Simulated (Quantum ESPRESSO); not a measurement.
GaN, 2 atoms in the cell. It takes space group F-43m (No. 216, cubic). The conventional cell has a = 4.507 Å, b = 4.507 Å, c = 4.507 Å, α = 90.00°, β = 90.00°, γ = 90.00°. Ga (site symmetry -43m) has 4 N at 1.95 Å as nearest neighbours. N (site symmetry -43m) has 4 Ga at 1.95 Å as nearest neighbours. The cell is a database's computed one.

| Quantity | Value |
| --- | --- |
| Program | Quantum ESPRESSO 7.5 |
| Task | dielectric tensor |
| Functional | LDA |
| Potentials or basis | GBRV 1.5 LDA |
| Cutoff | 762 eV |
| Density cutoff | 6095 eV |
| k mesh | 8 × 8 × 8, shifted |
| Occupations | fermi-dirac, width 0.05 eV |
| Spin | no spin polarisation |
| Form of the LDA correlation | PZ81 |
| Mixing beta | 0.5 |
| Most SCF iterations | 120 |
| SCF threshold | 4e-10 Ry |

Potentials or basis: GBRV 1.5 LDA.

Launch:

```bash
$ OMP_NUM_THREADS=1 pw.x -in pw.in > pw.out
$ OMP_NUM_THREADS=1 pw.x -in gamma.in > gamma.out
$ OMP_NUM_THREADS=1 pw.x -in scf2.in > scf2.out
$ OMP_NUM_THREADS=1 ph.x -in ph.in > ph.out
```

Hardware: 1 thread of Intel(R) Xeon(R) Processor @ 2.50GHz (Skylake/Cascade Lake), on a shared host.

Question: Estimate the wall time of this run.

Answer: Run time: 8.3 min on 1 thread of Intel(R) Xeon(R) Processor @ 2.50GHz (Skylake/Cascade Lake), with other jobs on the host, peak memory 0.15 GiB. Counts: scf iterations 14, k pools 1, bands 19, k points 60, g dense 24693.
